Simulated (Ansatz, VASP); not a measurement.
**TiAl in VASP and in Ansatz**

```
Ti Al
1.0
     3.17135    0.00000    0.00000
     0.00000    3.17135    0.00000
     0.00000    0.00000    3.17135
Ti Al
1 1
Direct
  0.00000 0.00000 0.00000
  0.50000 0.50000 0.50000
```

Alike in both runs: functional r2SCAN; k mesh 14 × 14 × 14; occupations gaussian, width 0.1 eV; no spin polarisation.

Ansatz relaxed the structure, and its values are those at the end. VASP's run is a single point on that final structure, the one shown.

|  | VASP | Ansatz |
| --- | --- | --- |
| version | VASP 6.6.1 | Ansatz 0.2.0 |
| potentials or method | VASP PAW PBE potentials, release 64 (Ti_sv, Al) | scalar-relativistic, plane waves, PAW |
| plane-wave cutoff (eV) | 520 | 500 |
| valence electrons in the cell | 15 | 15 |

|  | VASP | Ansatz | Ansatz less VASP |
| --- | --- | --- | --- |
| gap on the k mesh at the Fermi level (eV) | none | none | - |
| pressure (GPa) | 0.1 | 0.0 | -0.08 |

A gap of «none» marks a metal or a gap that the smearing closes.

Caveats: the PAW data sets were made with another functional, which shifts forces and pressure a little (VASP).
